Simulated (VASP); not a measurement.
# GaP: relaxation of the atoms with PBE

GaP:

```
Ga P
1.0
     0.00000    2.82390    2.82390
     2.82390    0.00000    2.82390
     2.82390    2.82390    0.00000
Ga P
1 1
Direct
  0.00000 0.00000 0.00000
  0.25000 0.25000 0.25000
```

The cell isn't the ideal one: a relaxed cell with its volume scaled by 1.06.

```
Program                : VASP 6.6.1
Task                   : relaxation of the atoms
Functional             : PBE
Potentials or basis    : VASP PAW PBE potentials, release 64 (Ga, P)
Cutoff                 : 300 eV
k mesh                 : 4 × 4 × 4
Occupations            : gaussian, width 0.03 eV
Spin                   : no spin polarisation
Further INCAR settings : ALGO = Normal; EDIFF = 1e-07; IBRION = 2; EDIFFG = -0.01; NSW = 40
```

* Pressure after relaxing: -4.0 GPa
* Band gap on the k mesh: 1.01 eV, direct

Final structure:
```
Ga P
1.0
     0.00000    2.82390    2.82390
     2.82390    0.00000    2.82390
     2.82390    2.82390    0.00000
Ga P
1 1
Direct
  0.00000 0.00000 0.00000
  0.25000 0.25000 0.25000
```

Levels at points of the mesh, in eV from the valence-band top:
| k point | band 2 | band 3 | band 4 | band 5 | band 6 | band 7 |
| --- | --- | --- | --- | --- | --- | --- |
| (0.00, 0.00, 0.00) | 0.00 | 0.00 | 0.00 | 1.01 | 3.90 | 3.90 |
| (0.50, 0.00, 0.00) | -6.06 | -0.97 | -0.97 | 1.37 | 4.73 | 4.73 |
| (0.50, 0.50, 0.00) | -6.28 | -2.33 | -2.33 | 1.84 | 1.89 | 9.83 |

Run time: 2 s on 1 thread of Intel(R) Xeon(R) 6975P-C (Granite Rapids), on a shared host, peak memory 0.13 GiB.

Caveat: the k mesh is coarse (spacing up to 0.48 Å⁻¹), so the values aren't converged; the cutoff is under 1.25 times the usual one of these potentials, so pressure, stress and relaxed cells hold a basis-set (Pulay) error; the relaxation stopped at its first step, so nothing moved. A k mesh can miss the band edges.
